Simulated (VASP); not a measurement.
# KI (Fm-3m): heat capacity and expansion from phonons, part 4 of 5

How fast does KI expand on heating, by the quasi-harmonic approximation? The start is a cell from a database of measured crystal structures.

VASP 6.6.1; PBEsol; plane waves and PAW (K_sv, I).

So far, highest frequency (cm⁻¹): step 5 (force constants in the supercell, volume scale 1) 128.

### 8. Static energy at fixed volume, volume scale 1.04

System of this step: KI. It takes space group Fm-3m (No. 225, cubic). The conventional cell has a = 7.106 Å, b = 7.106 Å, c = 7.106 Å, α = 90.00°, β = 90.00°, γ = 90.00°. Nearest to K lie 6 I at 3.55 Å. Nearest to I lie 6 K at 3.55 Å. Farther neighbours and most contacts between anions are not listed.

The input, INCAR:

```
SYSTEM = KI
PREC = Accurate
ENCUT = 400
EDIFF = 1E-08
NELM = 100
ISMEAR = 0
SIGMA = 0.05
LREAL = .FALSE.
ALGO = Normal
GGA = PS
NBANDS = 14
LORBIT = 11
LWAVE = .FALSE.
LCHARG = .FALSE.
KPAR = 12
IBRION = 2
NSW = 30
ISIF = 4
EDIFFG = -0.002
```

The input, POSCAR:

```
KI
1.0
    0.0000000000      3.5528794187      3.5528794187
    3.5528794187      0.0000000000      3.5528794187
    3.5528794187      3.5528794187      0.0000000000
K I
1 1
Direct
    0.0000000000      0.0000000000      0.0000000000
    0.5000000000      0.5000000000      0.5000000000
```

The input, KPOINTS:

```
Automatic mesh
0
Gamma
8 8 8
0 0 0
```

PAW data sets: K_sv and I (PBE family, release 64).

On the command line:

```bash
mpirun -np 12 vasp_std
```

The program printed:

```text
[... set-up lines as in an earlier step ...]
 entering main loop
       N       E                     dE             d eps       ncg     rms          rms(c)
DAV:   1     0.786793586650E+02    0.78679E+02   -0.57054E+03   812   0.795E+02
DAV:   2    -0.112488872107E+01   -0.79804E+02   -0.75604E+02  1066   0.200E+02
DAV:   3    -0.571516633968E+01   -0.45903E+01   -0.45747E+01  1142   0.439E+01
DAV:   4    -0.589863868066E+01   -0.18347E+00   -0.18343E+00  1294   0.797E+00
[...]
DAV:  14    -0.581162838189E+01   -0.14422E-06   -0.14744E-07  1056   0.243E-03    0.111E-03
DAV:  15    -0.581162834827E+01    0.33624E-07   -0.15279E-08   832   0.777E-04    0.292E-04
DAV:  16    -0.581162835588E+01   -0.76082E-08   -0.44752E-10   574   0.157E-04
   1 F= -.58116284E+01 E0= -.58116284E+01  d E =-.581163E+01
[...]
reached required accuracy - stopping structural energy minimisation
```

Run time: 12 s. Hardware: 12 MPI ranks of Intel Xeon Platinum 8375C at 2.90GHz (Ice Lake), shared host; peak memory 2.7 GiB; 2 min of CPU time.

Parts of OUTCAR (step 8):

```text
  Total       -0.2407685     -0.2407685     -0.2407685      0.0000000      0.0000000      0.0000000
  in kB       -4.3006976     -4.3006976     -4.3006976      0.0000000      0.0000000      0.0000000
  external PRESSURE =      -4.3006976 kB  Pullay stress =       0.0000000 kB

 POSITION                                       TOTAL-FORCE (eV/Angst)
 -----------------------------------------------------------------------------------
      0.00000      0.00000      0.00000        -0.000000     -0.000000     -0.000000
      3.55288      3.55288      3.55288         0.000000      0.000000      0.000000
 -----------------------------------------------------------------------------------
    total drift:                                0.000000      0.000000      0.000000

  FREE ENERGIE OF THE ION-ELECTRON SYSTEM (eV)
  ---------------------------------------------------
  free  energy   TOTEN  =        -5.8116283559 eV

  energy  without entropy=       -5.8116283559  energy(sigma->0) =       -5.81162836

[... 2 parts as in an earlier step ...]

[... 2 further parts left out ...]
[key lines of the parts left out:]
E-fermi :  -0.3470
```

Little changed from the start: no atom moved by 0.005 Å and no cell edge by 0.1 %.

### 9. Force constants in the supercell, volume scale 1.04

System of this step: KI. The structure is cubic, space group Fm-3m (No. 225). Conventional cell: a = 7.106 Å, b = 7.106 Å, c = 7.106 Å, α = 90.00°, β = 90.00°, γ = 90.00°. Nearest to K lie 6 I at 3.55 Å. Nearest to I lie 6 K at 3.55 Å. Farther neighbours and most contacts between anions are not listed.

The input, INCAR:

```
SYSTEM = KI
PREC = Accurate
ENCUT = 400
EDIFF = 1E-07
NELM = 100
ISMEAR = 0
SIGMA = 0.05
LREAL = .FALSE.
ALGO = Normal
GGA = PS
NBANDS = 80
LWAVE = .FALSE.
LCHARG = .FALSE.
KPAR = 4
IBRION = 6
NSW = 1
NFREE = 2
POTIM = 0.015
ISIF = 0
ADDGRID = .TRUE.
```

The input, POSCAR:

```
KI
1.0
    0.0000000000      7.1057588374      7.1057588374
    7.1057588374      0.0000000000      7.1057588374
    7.1057588374      7.1057588374      0.0000000000
K I
8 8
Direct
    0.0000000000      0.0000000000      0.0000000000
    0.0000000000      0.0000000000      0.5000000000
    0.0000000000      0.5000000000      0.0000000000
    0.0000000000      0.5000000000      0.5000000000
    0.5000000000      0.0000000000      0.0000000000
    0.5000000000      0.0000000000      0.5000000000
    0.5000000000      0.5000000000      0.0000000000
    0.5000000000      0.5000000000      0.5000000000
    0.2500000000      0.2500000000      0.2500000000
    0.2500000000      0.2500000000      0.7500000000
    0.2500000000      0.7500000000      0.2500000000
    0.2500000000      0.7500000000      0.7500000000
    0.7500000000      0.2500000000      0.2500000000
    0.7500000000      0.2500000000      0.7500000000
    0.7500000000      0.7500000000      0.2500000000
    0.7500000000      0.7500000000      0.7500000000
```

The input, KPOINTS:

```
Automatic mesh
0
Gamma
2 2 2
0 0 0
```

On the command line:

```bash
mpirun -np 12 vasp_std
```

The program printed:

```text
[... set-up lines as in an earlier step ...]
 entering main loop
       N       E                     dE             d eps       ncg     rms          rms(c)
DAV:   1     0.828846796157E+03    0.82885E+03   -0.46455E+04   495   0.109E+03
DAV:   2     0.281207638505E+02   -0.80073E+03   -0.78285E+03   630   0.292E+02
DAV:   3    -0.441549340948E+02   -0.72276E+02   -0.72140E+02   612   0.739E+01
DAV:   4    -0.470280984913E+02   -0.28732E+01   -0.28676E+01   756   0.165E+01
[...]
DAV:  16    -0.464859617056E+02   -0.47335E-06   -0.78082E-08   378   0.955E-04    0.927E-04
DAV:  17    -0.464859614344E+02    0.27121E-06   -0.28680E-08   351   0.574E-04    0.240E-04
DAV:  18    -0.464859614171E+02    0.17259E-07   -0.10123E-08   351   0.293E-04
   1 F= -.46485961E+02 E0= -.46485961E+02  d E =-.786127E-16
[...]
2 F= -.46485828E+02 E0= -.46485828E+02  d E =-.795168E-16
[...]
3 F= -.46485828E+02 E0= -.46485828E+02  d E =-.794529E-16
[...]
4 F= -.46485828E+02 E0= -.46485828E+02  d E =-.952368E-16
[...]
5 F= -.46485827E+02 E0= -.46485827E+02  d E =-.953158E-16
 Finite differences progress:
  Degree of freedom:   2/  2
  Displacement:        2/  2
  Total:               4/  4
```

It took 4.9 min on 12 MPI ranks; peak memory 8.7 GiB.

OUTCAR, selected parts (step 9):

```text
 POSITION                                       TOTAL-FORCE (eV/Angst)
 -----------------------------------------------------------------------------------
      0.00000      0.00000      0.00000         0.000232     -0.000000     -0.000000
      3.55288      3.55288      0.00000        -0.000607     -0.000000      0.000005
      3.55288      0.00000      3.55288        -0.000607      0.000005     -0.000000
      7.10576      3.55288      3.55288        -0.005261     -0.000000     -0.000000
      0.00000      3.55288      3.55288        -0.005803     -0.000000     -0.000000
      3.55288      7.10576      3.55288        -0.000607     -0.000005     -0.000000
      3.55288      3.55288      7.10576        -0.000607     -0.000000     -0.000005
      7.10576      7.10576      7.10576         0.000232     -0.000000     -0.000000
      3.53788      3.55288      3.55288         0.017582     -0.000000     -0.000000
      7.10576      7.10576      3.55288        -0.001076     -0.001849     -0.000000
      7.10576      3.55288      7.10576        -0.001076     -0.000000     -0.001849
     10.65864      7.10576      7.10576         0.000326     -0.000000     -0.000000
      3.55288      7.10576      7.10576         0.000326     -0.000000     -0.000000
      7.10576     10.65864      7.10576        -0.001076     -0.000000      0.001849
      7.10576      7.10576     10.65864        -0.001076      0.001849     -0.000000
     10.65864     10.65864     10.65864        -0.000902     -0.000000     -0.000000
 -----------------------------------------------------------------------------------
    total drift:                               -0.000096     -0.000000     -0.000000

  FREE ENERGIE OF THE ION-ELECTRON SYSTEM (eV)
  ---------------------------------------------------
  free  energy   TOTEN  =       -46.4858273319 eV

  energy  without entropy=      -46.4858273319  energy(sigma->0) =      -46.48582733

[... 1 part as in an earlier step ...]

[... 2 further parts left out ...]
[key lines of the parts left out:]
E-fermi :  -0.3091
```

### 10. Static energy at fixed volume, volume scale 0.98

System of this step: KI. Symmetry: Fm-3m, No. 225, cubic system. Conventional cell: a = 6.966 Å, b = 6.966 Å, c = 6.966 Å, α = 90.00°, β = 90.00°, γ = 90.00°. K has 6 I at 3.48 Å nearest. Nearest to I lie 6 K at 3.48 Å. Farther neighbours and most contacts between anions are not listed.

The input, INCAR:

```
SYSTEM = KI
PREC = Accurate
ENCUT = 400
EDIFF = 1E-08
NELM = 100
ISMEAR = 0
SIGMA = 0.05
LREAL = .FALSE.
ALGO = Normal
GGA = PS
NBANDS = 14
LORBIT = 11
LWAVE = .FALSE.
LCHARG = .FALSE.
KPAR = 12
IBRION = 2
NSW = 30
ISIF = 4
EDIFFG = -0.002
```

The input, POSCAR:

```
KI
1.0
    0.0000000000      3.4831970750      3.4831970750
    3.4831970750      0.0000000000      3.4831970750
    3.4831970750      3.4831970750      0.0000000000
K I
1 1
Direct
    0.0000000000      0.0000000000      0.0000000000
    0.5000000000      0.5000000000      0.5000000000
```

The input, KPOINTS:

```
Automatic mesh
0
Gamma
8 8 8
0 0 0
```

On the command line:

```bash
mpirun -np 12 vasp_std
```

The program printed:

```text
[... set-up lines as in an earlier step ...]
 entering main loop
       N       E                     dE             d eps       ncg     rms          rms(c)
DAV:   1     0.791148257825E+02    0.79115E+02   -0.57275E+03   812   0.797E+02
DAV:   2    -0.109166301271E+01   -0.80206E+02   -0.75235E+02  1006   0.202E+02
DAV:   3    -0.566494842067E+01   -0.45733E+01   -0.45554E+01  1100   0.444E+01
DAV:   4    -0.589316067774E+01   -0.22821E+00   -0.22816E+00  1312   0.876E+00
[...]
DAV:  14    -0.581463346159E+01   -0.49019E-07   -0.10537E-07   980   0.181E-03    0.103E-03
DAV:  15    -0.581463350917E+01   -0.47581E-07   -0.91374E-09   748   0.676E-04    0.332E-04
DAV:  16    -0.581463351690E+01   -0.77348E-08   -0.11708E-09   502   0.267E-04
   1 F= -.58146335E+01 E0= -.58146335E+01  d E =-.581463E+01
[...]
reached required accuracy - stopping structural energy minimisation
```

The job ended after 7 s (12 MPI ranks; peak memory 2.4 GiB; 75 s of CPU time).

From OUTCAR (step 10):

```text
  Total        0.1391069      0.1391069      0.1391069      0.0000000     -0.0000000     -0.0000000
  in kB        2.6369083      2.6369083      2.6369083      0.0000000     -0.0000000     -0.0000000
  external PRESSURE =       2.6369083 kB  Pullay stress =       0.0000000 kB

 POSITION                                       TOTAL-FORCE (eV/Angst)
 -----------------------------------------------------------------------------------
      0.00000      0.00000      0.00000         0.000000      0.000000     -0.000000
      3.48320      3.48320      3.48320         0.000000      0.000000      0.000000
 -----------------------------------------------------------------------------------
    total drift:                                0.000000     -0.000000     -0.000000

  FREE ENERGIE OF THE ION-ELECTRON SYSTEM (eV)
  ---------------------------------------------------
  free  energy   TOTEN  =        -5.8146335169 eV

  energy  without entropy=       -5.8146335169  energy(sigma->0) =       -5.81463352

[... 2 parts as in an earlier step ...]

[... 2 further parts left out ...]
[key lines of the parts left out:]
E-fermi :  -0.0469
```

Little changed from the start: no atom moved by 0.005 Å and no cell edge by 0.1 %.

### 11. Force constants in the supercell, volume scale 0.98

System of this step: KI. It takes space group Fm-3m (No. 225, cubic). The conventional cell has a = 6.966 Å, b = 6.966 Å, c = 6.966 Å, α = 90.00°, β = 90.00°, γ = 90.00°. Nearest to K lie 6 I at 3.48 Å. Nearest to I lie 6 K at 3.48 Å. Farther neighbours and most contacts between anions are not listed.

The input, INCAR:

```
SYSTEM = KI
PREC = Accurate
ENCUT = 400
EDIFF = 1E-07
NELM = 100
ISMEAR = 0
SIGMA = 0.05
LREAL = .FALSE.
ALGO = Normal
GGA = PS
NBANDS = 80
LWAVE = .FALSE.
LCHARG = .FALSE.
KPAR = 4
IBRION = 6
NSW = 1
NFREE = 2
POTIM = 0.015
ISIF = 0
ADDGRID = .TRUE.
```

The input, POSCAR:

```
KI
1.0
    0.0000000000      6.9663941500      6.9663941500
    6.9663941500      0.0000000000      6.9663941500
    6.9663941500      6.9663941500      0.0000000000
K I
8 8
Direct
    0.0000000000      0.0000000000      0.0000000000
    0.0000000000      0.0000000000      0.5000000000
    0.0000000000      0.5000000000      0.0000000000
    0.0000000000      0.5000000000      0.5000000000
    0.5000000000      0.0000000000      0.0000000000
    0.5000000000      0.0000000000      0.5000000000
    0.5000000000      0.5000000000      0.0000000000
    0.5000000000      0.5000000000      0.5000000000
    0.2500000000      0.2500000000      0.2500000000
    0.2500000000      0.2500000000      0.7500000000
    0.2500000000      0.7500000000      0.2500000000
    0.2500000000      0.7500000000      0.7500000000
    0.7500000000      0.2500000000      0.2500000000
    0.7500000000      0.2500000000      0.7500000000
    0.7500000000      0.7500000000      0.2500000000
    0.7500000000      0.7500000000      0.7500000000
```

The input, KPOINTS:

```
Automatic mesh
0
Gamma
2 2 2
0 0 0
```

On the command line:

```bash
mpirun -np 12 vasp_std
```

The program printed:

```text
[... set-up lines as in an earlier step ...]
 entering main loop
       N       E                     dE             d eps       ncg     rms          rms(c)
DAV:   1     0.846938507287E+03    0.84694E+03   -0.46852E+04   495   0.109E+03
DAV:   2     0.296590305143E+02   -0.81728E+03   -0.79903E+03   621   0.294E+02
DAV:   3    -0.440289956597E+02   -0.73688E+02   -0.73547E+02   621   0.757E+01
DAV:   4    -0.469662992359E+02   -0.29373E+01   -0.29324E+01   738   0.166E+01
[...]
DAV:  13    -0.465078937366E+02   -0.33741E-04   -0.34112E-05   567   0.188E-02    0.118E-02
DAV:  14    -0.465078922565E+02    0.14801E-05   -0.38056E-06   585   0.663E-03    0.223E-03
DAV:  15    -0.465078923080E+02   -0.51470E-07   -0.30851E-07   450   0.138E-03
   1 F= -.46507892E+02 E0= -.46507892E+02  d E =-.670587E-18
[...]
2 F= -.46507722E+02 E0= -.46507722E+02  d E =-.661582E-18
[...]
3 F= -.46507722E+02 E0= -.46507722E+02  d E =-.661129E-18
[...]
4 F= -.46507723E+02 E0= -.46507723E+02  d E =-.789400E-18
[...]
5 F= -.46507723E+02 E0= -.46507723E+02  d E =-.789070E-18
 Finite differences progress:
  Degree of freedom:   2/  2
  Displacement:        2/  2
  Total:               4/  4
```

Elapsed: 3 min, on 12 MPI ranks; peak memory 7.5 GiB.

Parts of OUTCAR (step 11):

```text
 POSITION                                       TOTAL-FORCE (eV/Angst)
 -----------------------------------------------------------------------------------
      0.00000      0.00000      0.00000         0.000235     -0.000000     -0.000000
      3.48320      3.48320      0.00000        -0.000417     -0.000000      0.000011
      3.48320      0.00000      3.48320        -0.000417      0.000011     -0.000000
      6.96639      3.48320      3.48320        -0.007883     -0.000000     -0.000000
      0.00000      3.48320      3.48320        -0.008547     -0.000000     -0.000000
      3.48320      6.96639      3.48320        -0.000417     -0.000011      0.000000
      3.48320      3.48320      6.96639        -0.000417     -0.000000     -0.000011
      6.96639      6.96639      6.96639         0.000235     -0.000000     -0.000000
      3.46820      3.48320      3.48320         0.022317     -0.000000     -0.000000
      6.96639      6.96639      3.48320        -0.001097     -0.001825     -0.000000
      6.96639      3.48320      6.96639        -0.001097     -0.000000     -0.001825
     10.44959      6.96639      6.96639         0.000323     -0.000000     -0.000000
      3.48320      6.96639      6.96639         0.000323     -0.000000     -0.000000
      6.96639     10.44959      6.96639        -0.001097     -0.000000      0.001825
      6.96639      6.96639     10.44959        -0.001097      0.001825     -0.000000
     10.44959     10.44959     10.44959        -0.000948     -0.000000     -0.000000
 -----------------------------------------------------------------------------------
    total drift:                               -0.000168     -0.000000     -0.000000

  FREE ENERGIE OF THE ION-ELECTRON SYSTEM (eV)
  ---------------------------------------------------
  free  energy   TOTEN  =       -46.5077225685 eV

  energy  without entropy=      -46.5077225685  energy(sigma->0) =      -46.50772257

[... 1 part as in an earlier step ...]

[... 2 further parts left out ...]
[key lines of the parts left out:]
E-fermi :   0.0218
```

The vibrational free energy by temperature:

| temperature (K) | vibrational free energy (meV/atom) |
| --- | --- |
| 0 | 14.2 |
| 40 | 12.8 |
| 80 | 6.14 |
| 120 | -4.91 |
| 160 | -19.2 |
| 200 | -35.9 |
| 240 | -54.7 |
| 280 | -75.2 |
| 320 | -97.1 |
| 360 | -120 |
| 400 | -145 |
| 440 | -170 |
| 480 | -196 |
| 520 | -224 |

### 12. Static energy at fixed volume, volume scale 1.06

System of this step: KI. Symmetry: Fm-3m, No. 225, cubic system. The conventional cell has a = 7.151 Å, b = 7.151 Å, c = 7.151 Å, α = 90.00°, β = 90.00°, γ = 90.00°. Nearest to K lie 6 I at 3.58 Å. Nearest to I lie 6 K at 3.58 Å. Farther neighbours and most contacts between anions are not listed.

The input, INCAR:

```
SYSTEM = KI
PREC = Accurate
ENCUT = 400
EDIFF = 1E-08
NELM = 100
ISMEAR = 0
SIGMA = 0.05
LREAL = .FALSE.
ALGO = Normal
GGA = PS
NBANDS = 14
LORBIT = 11
LWAVE = .FALSE.
LCHARG = .FALSE.
KPAR = 12
IBRION = 2
NSW = 30
ISIF = 4
EDIFFG = -0.002
```

The input, POSCAR:

```
KI
1.0
    0.0000000000      3.5755098340      3.5755098340
    3.5755098340      0.0000000000      3.5755098340
    3.5755098340      3.5755098340      0.0000000000
K I
1 1
Direct
    0.0000000000      0.0000000000      0.0000000000
    0.5000000000      0.5000000000      0.5000000000
```

The input, KPOINTS:

```
Automatic mesh
0
Gamma
8 8 8
0 0 0
```

On the command line:

```bash
mpirun -np 12 vasp_std
```

The program printed:

```text
[... set-up lines as in an earlier step ...]
 entering main loop
       N       E                     dE             d eps       ncg     rms          rms(c)
DAV:   1     0.782318926700E+02    0.78232E+02   -0.55799E+03   812   0.790E+02
DAV:   2    -0.896132187032E+00   -0.79128E+02   -0.73274E+02  1032   0.197E+02
DAV:   3    -0.568689791680E+01   -0.47908E+01   -0.47718E+01  1104   0.434E+01
DAV:   4    -0.589627757357E+01   -0.20938E+00   -0.20927E+00  1322   0.869E+00
[...]
DAV:  15    -0.580611551855E+01    0.38206E-07   -0.22244E-08   864   0.910E-04    0.432E-04
DAV:  16    -0.580611552923E+01   -0.10686E-07   -0.55213E-10   610   0.175E-04    0.227E-04
DAV:  17    -0.580611552975E+01   -0.51909E-09   -0.31913E-10   448   0.936E-05
   1 F= -.58061155E+01 E0= -.58061155E+01  d E =-.580612E+01
[...]
reached required accuracy - stopping structural energy minimisation
```

Elapsed: 11 s, on 12 MPI ranks; peak memory 2.7 GiB.

From OUTCAR (step 12):

```text
  Total       -0.3488354     -0.3488354     -0.3488354     -0.0000000      0.0000000      0.0000000
  in kB       -6.1134617     -6.1134617     -6.1134617     -0.0000000      0.0000000      0.0000000
  external PRESSURE =      -6.1134617 kB  Pullay stress =       0.0000000 kB

 POSITION                                       TOTAL-FORCE (eV/Angst)
 -----------------------------------------------------------------------------------
      0.00000      0.00000      0.00000         0.000000      0.000000      0.000000
      3.57551      3.57551      3.57551        -0.000000      0.000000     -0.000000
 -----------------------------------------------------------------------------------
    total drift:                                0.000000      0.000000      0.000000

  FREE ENERGIE OF THE ION-ELECTRON SYSTEM (eV)
  ---------------------------------------------------
  free  energy   TOTEN  =        -5.8061155298 eV

  energy  without entropy=       -5.8061155297  energy(sigma->0) =       -5.80611553

[... 2 parts as in an earlier step ...]

[... 2 further parts left out ...]
[key lines of the parts left out:]
E-fermi :  -0.4842
```

(Continued in part 5 of 5.)

[Lines on the potential files, build, host, timing and source positions are cut from VASP's logs without a mark.]

[Logs are printed without paths, hosts, clocks, repeated set-up lines and the standing remarks that a program may print on its own settings, such as how far it seeks lower states.]

[Hosts, paths, dates, database ids (printed as entryN), source tags and the programs' standing remarks are cut or masked in the printed files.]

[In band tables of VASP the shares of atoms and orbitals are scaled to a sum of 1 inside the atoms' spheres.]
